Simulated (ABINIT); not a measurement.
Runs of ABINIT 10.8.3 (patched build) on KMgF3. It takes space group Pm-3m (No. 221, cubic). Conventional cell: a = 3.986 Å, b = 3.986 Å, c = 3.986 Å, α = 90.00°, β = 90.00°, γ = 90.00°. K (site symmetry m-3m) is surrounded by 12 F at 2.82 Å. Around Mg (site symmetry m-3m) lie 6 F at 1.99 Å. F (site symmetry 4/mmm) has 2 Mg at 1.99 Å as nearest neighbours. 

| task | level | potentials or basis | cell | k mesh | cutoff (eV) | smearing | stop of the response cycle (tolvrs) | acoustic sum rule (asr) | bands in the sums | broadening (eV) | scissor shift (eV) | mesh quality | gap on the mesh (eV) | pressure (GPa) |
| --- | --- | --- | --- | --- | --- | --- | --- | --- | --- | --- | --- | --- | --- | --- |
| single point | PBE | PseudoDojo NC SR PBE v0.4.1 standard | as given | 5 × 5 × 5 | 1088 | fermi-dirac 0.05 eV | - | - | - | - | - | not flagged | (a) | 3.5 |
| dielectric tensor | PBE | PseudoDojo NC SR PBE v0.5 stringent | as given | 4 × 4 × 4, shifted | 1034 | fixed | 1e-09 | 2 | - | - | - | coarse | - | 2.9 |
| single point | LDA | PseudoDojo NC SR LDA v0.4.1 standard | as given | 5 × 5 × 5 | 1088 | fermi-dirac 0.05 eV | - | - | - | - | - | not flagged | 7.06 | -4.7 |
| single point | PBE | PseudoDojo NC SR PBE v0.4.1 standard | cell relaxed | 5 × 5 × 5 | 1143 | fermi-dirac 0.05 eV | - | - | - | - | - | not flagged | (b) | 0.0 |
| optical spectrum | PBE | PseudoDojo NC SR PBE v0.4.1 standard | as given | 8 × 8 × 8, shifted | 1088 | fixed | - | - | 28 | 0.2 | 0.5 | not flagged | - | 3.4 |
| optical spectrum by the Bethe-Salpeter equation | PBE | PseudoDojo NC SR PBE v0.5 stringent | as given | 4 × 4 × 4, shifted | 1034 | fixed | - | - | - | 0.1 | 1.2 | coarse | - | 2.9 |
| optical spectrum by the Bethe-Salpeter equation | PBEsol | PseudoDojo NC SR PBEsol v0.4.1 standard | as given | 4 × 4 × 4, shifted | 1034 | fixed | - | - | - | 0.2 | 0.8 | coarse | - | -0.5 |
| single point | PBEsol | PseudoDojo NC SR PBEsol v0.4.1 standard | as given | 5 × 5 × 5 | 1034 | fermi-dirac 0.05 eV | - | - | - | - | - | not flagged | 7.23 | -0.5 |

Alike in all rows: no spin polarisation.

Estimate the missing entries.

(a) 7.42; (b) 7.05.

Caveats: some runs use coarse meshes; an odd mesh through Γ misses points on the zone boundary, where band edges often lie (some runs); spectra need much finer meshes, so this one isn't converged (some runs); the scissor shift was typed, not computed (some runs); independent-particle spectra lack excitons (some runs).
